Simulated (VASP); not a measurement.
Runs of VASP 6.6.1 on Si. It takes space group Fd-3m (No. 227, cubic). Conventional cell: a = 5.431 Å, b = 5.431 Å, c = 5.431 Å, α = 90.00°, β = 90.00°, γ = 90.00°. Si (site symmetry -43m) is surrounded by 4 Si at 2.35 Å. 

```tsv
level	potentials or basis	cell	P gpa	target pressure	gap on the mesh (eV)	pressure (GPa)
LDA	VASP PAW LDA potentials, release 64 (Si)	relaxed to 12 GPa	12	12 GPa	0.26	11.9
LDA	VASP PAW LDA potentials, release 64 (Si)	relaxed to 6 GPa	6	6 GPa	(b)	5.9
LDA	VASP PAW LDA potentials, release 64 (Si)	relaxed	0	-	(a)	0.0
LDA	VASP PAW LDA potentials, release 64 (Si)	relaxed to 3 GPa	3	3 GPa	0.41	3.0
PBE	VASP PAW PBE potentials, release 64 (Si)	relaxed to 6 GPa	6	6 GPa	0.52	6.0
```

Alike in all rows: task relaxation of cell and atoms; no spin polarisation; k mesh 11 × 11 × 11; cutoff (eV) 600; smearing fermi-dirac 0.05 eV.

Q: Estimate the missing entries.

A: (a) 0.46; (b) 0.36.

Caveats: an odd mesh through Γ misses points on the zone boundary, where band edges often lie; the cell is relaxed towards a set pressure, so the enthalpy falls and the energy may rise (some runs).
